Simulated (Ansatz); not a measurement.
AlGa3N4: strain energy, fitted

AlGa3N4, Pm, a = 5.139 Å, b = 3.163 Å, c = 5.477 Å, β = 90.0°. The structure is a Materials Project entry; whether it is the stable form wasn't checked. Ansatz: r2SCAN, PAW, 500 eV, Γ-centred 6×8×4 mesh on 8 atoms, Gaussian smearing 0.02 eV; no spin polarisation. Series: uniaxial strain along c, with a, b and atoms relaxed; x is the strain in per cent. y is the free energy over the unstrained cell, V0 = 11.130 Å³/atom.

| x (%) | y (meV/atom) |
| --- | --- |
| -3.0 | 9.89 |
| -1.5 | 2.46 |
| 0.0 | 0.00 |
| 1.5 | ? |
| 3.0 | 9.70 |

Problem. Fit y = c2 x² + c3 x³ to the other rows, turn c2 into a modulus, and predict the missing energy.

Solution. Least squares on the rows shown. y = 1.088 x² − 0.003517 x³. In eV per unit strain² c2 is 10.88; this is Young's modulus along the axis (E = ½ Y V0 ε²): 2 × 10.88 × 160.2 / (11.130) = 313 GPa. At x = 1.5 the fit asked for gives 2.44 meV/atom. The run gave 2.44 meV/atom, the same to the digits shown.